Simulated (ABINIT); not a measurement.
Runs of ABINIT 10.8.3 (patched build) on HfC. Symmetry: Fm-3m, No. 225, cubic system. The conventional cell has a = 4.650 Å, b = 4.650 Å, c = 4.650 Å, α = 90.00°, β = 90.00°, γ = 90.00°. Hf (site symmetry m-3m) is surrounded by 6 C at 2.33 Å. C (site symmetry m-3m) has 6 Hf at 2.33 Å as nearest neighbours. 

| task | level | potentials or basis | cell | k mesh | cutoff (eV) | cell freedom (optcell) | optimiser (ionmov) | cutoff smearing ecutsm (Ha) | force stop (Ha/bohr) | bands in the sums | gap on the mesh (eV) | pressure (GPa) |
| --- | --- | --- | --- | --- | --- | --- | --- | --- | --- | --- | --- | --- |
| single point | LDA | PseudoDojo NC SR LDA v0.4.1 standard | as given | 8 × 8 × 8 | 844 | - | - | - | - | - | none | - |
| single point | PBEsol | PseudoDojo NC SR PBEsol v0.4.1 standard | as given | 8 × 8 × 8 | 1007 | - | - | - | - | - | none | (a) |
| single point | PBEsol | PseudoDojo NC SR PBEsol v0.4.1 standard | cell relaxed | 8 × 8 × 8 | 1116 | - | - | - | - | - | none | -0.1 |
| relaxation of cell and atoms | PBEsol | PseudoDojo NC SR PBEsol v0.4.1 standard | relaxed | 8 × 8 × 8 | 1116 | 2 | 2 | 0.5 | 2e-05 | - | none | 0.0 |
| optical spectrum | PBEsol | PseudoDojo NC SR PBEsol v0.4.1 standard | as given | 6 × 6 × 6, with 4 shifts | 1007 | - | - | - | - | 14 | - | -6.3 |

Alike in all rows: no spin polarisation; smearing fermi-dirac 0.05 eV.

Task: Estimate the missing entries.

Result: (a) -6.4.

Caveats: the intraband (Drude) term is left out (some runs); spectra need much finer meshes, so this one isn't converged (some runs); independent-particle spectra lack excitons (some runs).

A k mesh can miss the band edges, and the runs leave out spin-orbit coupling on Hf.

A gap of «none» marks a metal or a gap under the smearing width.

Runs at the PBE level aren't shown here.
